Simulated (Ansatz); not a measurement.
**TiO2 (I4_1/amd)**

These are results of DFT PBE+U, scalar-relativistic, plane waves, PAW (Ansatz 0.2.0), not measurements.

Cutoff 420 eV; k points 6×6×6 on the computed 6-atom cell (Γ-centred); Gaussian smearing, width 0.02 eV; U_eff Ti 4.00 eV on the d shells (Löwdin-orthogonalised atomic orbitals); no spin polarisation.

The structure is relaxed at this level of theory with its symmetry kept.

```cif
data_structure
_symmetry_space_group_name_H-M 'I4_1/amd:1'
_symmetry_Int_Tables_number 141
_cell_length_a 3.8180
_cell_length_b 3.8180
_cell_length_c 9.7757
_cell_angle_alpha 90.000
_cell_angle_beta 90.000
_cell_angle_gamma 90.000
_cell_volume 142.50
loop_
_atom_site_label
_atom_site_type_symbol
_atom_site_symmetry_multiplicity
_atom_site_Wyckoff_symbol
_atom_site_fract_x
_atom_site_fract_y
_atom_site_fract_z
_atom_site_occupancy
Ti1 Ti 4 a 0.00000 0.50000 0.25000 1
O1 O 8 e 0.00000 0.50000 0.45522 1
```

Task: Kohn–Sham band gap?

Result: 2.62 eV, indirect from (0.427, -0.427, 0.000) to Γ.

Task: Löwdin character of the top 1 eV of the valence band?

Result: O 2p 93 %.

Task: Löwdin character of the lowest 1 eV of the conduction band?

Result: Ti 3d 91 %.

Task: Electron masses at the edge by Cartesian direction of the computed cell, whose vectors are (2.700, -2.700, -0.020), (2.700, 2.700, -0.020), (-2.662, 0.000, 4.907) Å (m_e; degenerate bands sorted by energy; no spin-orbit coupling)?

Result: x: 0.55; y: 0.55; z: 4.6.

Task: Hole masses at the edge by Cartesian direction of the computed cell, whose vectors are (2.700, -2.700, -0.020), (2.700, 2.700, -0.020), (-2.662, 0.000, 4.907) Å (m_e; degenerate bands sorted by energy; no spin-orbit coupling)?

Result: x: 2.4; y: 1.9; z: 1.2.

Task: Bulk modulus?

Result: 170 GPa.

Task: Its pressure derivative?

Result: 2.8.

Task: Bader charges (e)?

Result: Ti (2 in the cell) 2.40, O (4 in the cell) -1.20.

A ferromagnetic start lost its moments in a first run, so spin was left out; other magnetic orders weren't tried.